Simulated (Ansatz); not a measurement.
# CrMo7S16: the cost of one run

Computed with Ansatz 0.2.0 (DFT, PBE, plane-wave PAW, default files, scalar-relativistic, as far as a step names no other, unless a step's input says otherwise).

### Step 1. The system as given

It takes space group P3m1 (No. 156, trigonal). The conventional cell has a = 6.338 Å, b = 6.338 Å, c = 12.324 Å, α = 90.00°, β = 90.00°, γ = 120.00°. Cr (site symmetry 3m) has 6 S at 2.33 to 2.49 Å as nearest neighbours. Mo (site symmetry m) is surrounded by 6 S at 2.41 Å. Mo (site symmetry 3m) is surrounded by 6 S at 2.41 Å. S (site symmetry 3m) has 3 Mo at 2.41 Å as nearest neighbours. S (site symmetry m) has 3 Mo at 2.41 Å as nearest neighbours. Around S (site symmetry m) lie 2 Mo at 2.41 Å and 1 Cr at 2.49 Å. Only part of the 12 independent sites is listed.

Structure file:

```cif
data_structure
_symmetry_space_group_name_H-M 'P3m1'
_symmetry_Int_Tables_number 156
_cell_length_a 6.3380
_cell_length_b 6.3380
_cell_length_c 12.3240
_cell_angle_alpha 90.000
_cell_angle_beta 90.000
_cell_angle_gamma 120.000
_cell_volume 428.73
loop_
_atom_site_label
_atom_site_type_symbol
_atom_site_symmetry_multiplicity
_atom_site_Wyckoff_symbol
_atom_site_fract_x
_atom_site_fract_y
_atom_site_fract_z
_atom_site_occupancy
Cr1 Cr 1 a 0.00000 0.00000 0.25974 1
Mo1 Mo 3 d 0.00000 0.50000 0.25000 1
Mo2 Mo 3 d 0.16667 0.83333 0.75000 1
Mo3 Mo 1 c 0.66667 0.33333 0.75000 1
S1 S 1 a 0.00000 0.00000 0.62300 1
S2 S 3 d 0.00000 0.50000 0.62300 1
S3 S 3 d 0.16667 0.83333 0.12300 1
S4 S 1 c 0.66667 0.33333 0.12300 1
S5 S 1 a 0.00000 0.00000 0.87700 1
S6 S 3 d 0.00000 0.50000 0.87700 1
S7 S 3 d 0.16667 0.83333 0.37700 1
S8 S 1 c 0.66667 0.33333 0.37700 1
```

Atom 1 of the input is the impurity.

### Step 2. Relaxation of the positions

input.yaml

```yaml
crystal:
  lattice:
    - [6.338, 0.0, 0.0]
    - [-3.169, 5.4888690092, 0.0]
    - [0.0, 0.0, 12.324]
  atoms:
    - { symbol: Cr, position: [0.1666666666, 0.3333333334, 0.2597370983], spin: 3.0 }
    - { symbol: Mo, position: [0.1666666666, 0.8333333334, 0.25] }
    - { symbol: Mo, position: [0.6666666666, 0.3333333334, 0.25] }
    - { symbol: Mo, position: [0.6666666666, 0.8333333334, 0.25] }
    - { symbol: Mo, position: [0.3333333334, 0.1666666666, 0.75] }
    - { symbol: Mo, position: [0.3333333334, 0.6666666666, 0.75] }
    - { symbol: Mo, position: [0.8333333334, 0.1666666666, 0.75] }
    - { symbol: Mo, position: [0.8333333334, 0.6666666666, 0.75] }
    - { symbol: S, position: [0.1666666666, 0.3333333334, 0.623] }
    - { symbol: S, position: [0.1666666666, 0.8333333334, 0.623] }
    - { symbol: S, position: [0.6666666666, 0.3333333334, 0.623] }
    - { symbol: S, position: [0.6666666666, 0.8333333334, 0.623] }
    - { symbol: S, position: [0.3333333334, 0.1666666666, 0.123] }
    - { symbol: S, position: [0.3333333334, 0.6666666666, 0.123] }
    - { symbol: S, position: [0.8333333334, 0.1666666666, 0.123] }
    - { symbol: S, position: [0.8333333334, 0.6666666666, 0.123] }
    - { symbol: S, position: [0.1666666666, 0.3333333334, 0.877] }
    - { symbol: S, position: [0.1666666666, 0.8333333334, 0.877] }
    - { symbol: S, position: [0.6666666666, 0.3333333334, 0.877] }
    - { symbol: S, position: [0.6666666666, 0.8333333334, 0.877] }
    - { symbol: S, position: [0.3333333334, 0.1666666666, 0.377] }
    - { symbol: S, position: [0.3333333334, 0.6666666666, 0.377] }
    - { symbol: S, position: [0.8333333334, 0.1666666666, 0.377] }
    - { symbol: S, position: [0.8333333334, 0.6666666666, 0.377] }
magnetization:
  spin_polarized: true
total_charge: -1
kpoints:
  mp_grid: { grid: [4, 4, 2] }
scf:
  occupations: { method: fermi_dirac, width: 0.01 }
hamiltonian:
  xc: pbe
  pseudopotentials: { kind: paw }
output:
  forces: true
  stress: true
  populations: true
  efg:
    quadrupole_moments_barn: { Cr: -0.15, Mo: -0.022, S: -0.0694 }
    contact_densities: true
relax:
  f_tol: 0.03
  max_steps: 40
```

The run is started by

```console
> ansatz run input.yaml --threads 4 --pin off --max-ram 8192MiB --backend cpu --events-out ev --progress --plain --runs-dir out
```

**Question.** How long does this run take on 4 threads of Intel Xeon Platinum 8259CL at 2.50GHz (Skylake/Cascade Lake), shared host, and how much memory does it need?

About 3.2 min, with a peak of 2.1 GiB.
